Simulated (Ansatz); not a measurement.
## FeO (Fm-3m), two-dimensional strain map

All numbers below come from Ansatz, DFT PBE, scalar-relativistic, plane waves, PAW. The runs took a 420 eV cutoff, a Γ-centred 20×20×20 mesh and Gaussian smearing (0.15 eV). Collinear spins, started from moments 3.8, 0.3 μB in atom order; the magnetic state may not be the lowest. Energies are free energies at this smearing, counted from the undisturbed cell; pressure is positive in compression.

The undisturbed cell (as given, not relaxed at this level; it stands at -0.2 GPa):

```yaml
crystal:
  lattice:
    - [0.00000, 2.15540, 2.15540]
    - [2.15540, 0.00000, 2.15540]
    - [2.15540, 2.15540, 0.00000]
  atoms:
    - { symbol: Fe, position: [0.00000, 0.00000, 0.00000] }
    - { symbol: O, position: [0.50000, 0.50000, 0.50000] }
```

The cell is strained by p along both x and y and by q along z, fractional coordinates fixed. Points are written (p, q).

Energy above the undisturbed cell in meV/atom (a dash: not computed):

```csv
p \ q,-0.080,-0.040,0.000,0.040,0.080
-0.080,388.3,275.4,196.8,146.8,118.2
-0.040,176.5,92.5,45.8,28.8,29.6
0.000,69.0,14.9,0.0,11.6,38.5
0.040,39.7,–,35.6,–,123.3
0.080,59.6,73.6,119.8,183.4,255.3
```

Pressure in GPa:

| p \ q | -0.080 | -0.040 | 0.000 | 0.040 | 0.080 |
| --- | --- | --- | --- | --- | --- |
| -0.080 | 64.1 | 51.4 | 40.7 | 30.9 | 23.2 |
| -0.040 | 39.2 | 28.0 | 17.7 | 9.5 | 3.6 |
| 0.000 | 19.3 | 8.6 | -0.2 | -6.4 | -10.6 |
| 0.040 | 5.5 | – | -11.9 | – | -19.9 |
| 0.080 | -4.0 | -12.9 | -18.8 | -22.8 | -25.3 |

Cost: 23 runs of about 15 core-minutes in all, on Arm Neoverse V1 (shared hosts).